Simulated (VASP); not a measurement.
Input of a VASP 6.6.1 run:

Contents of INCAR:

```
SYSTEM = Al
ALGO     = Normal         ! electronic algorithm
EDIFF    = 1E-6           ! SCF threshold, eV
EDIFFG   = -0.01          ! ionic threshold
ENCUT    = 600            ! plane-wave cutoff, eV
IBRION   = 2              ! ionic algorithm
ISIF     = 3              ! what is computed and relaxed
ISMEAR   = 1              ! smearing method
LASPH    = .TRUE.         ! aspherical terms in the spheres
LCHARG   = .FALSE.        ! write CHGCAR
LMIXTAU  = .TRUE.       
LREAL    = .FALSE.        ! projectors in reciprocal space
LWAVE    = .FALSE.        ! write WAVECAR
METAGGA  = R2SCAN         ! meta-GGA
NELM     = 80             ! most SCF steps
NSW      = 90             ! ionic steps
PREC     = Accurate       ! precision mode
SIGMA    = 0.1            ! smearing width, eV
```

KPOINTS

```
k-points
0
G
  16 16 16
  0 0 0
```

File POSCAR:

```
Al
1.0
    0.0000000000      2.0248050000      2.0248050000
    2.0248050000      0.0000000000      2.0248050000
    2.0248050000      2.0248050000      0.0000000000
Al
1
Direct
    0.0000000000      0.0000000000      0.0000000000
```

Potentials or basis: VASP PAW PBE potentials, release 64 (Al).

The run is started by

```sh
$ cat potpaw_PBE.64/Al/POTCAR > POTCAR
$ mpirun -np 1 vasp_std > vasp.out
```

Estimate the relaxed cell.

a = 2.820 Å, b = 2.820 Å, c = 2.820 Å, α = 60.00°, β = 60.00°, γ = 60.00°.

Estimate the relaxed volume.

15.86 Å³/atom.

What does it give for the band gap on the k mesh?

None (metal or under the smearing width).

What does it give for the space group after relaxing (to 0.05 Å)?

Fm-3m (No. 225).

The path:
```
step  energy change (eV)  largest force (eV/Å)  pressure (GPa)  volume (Å³)
   1              0.0000                0.0000           -3.77        16.60
   2             -0.0085                0.0000            1.13        15.68
   3             -0.0091                0.0000            0.03        15.86
```

Caveat: the PAW data sets were made with another functional, which shifts forces and pressure a little.
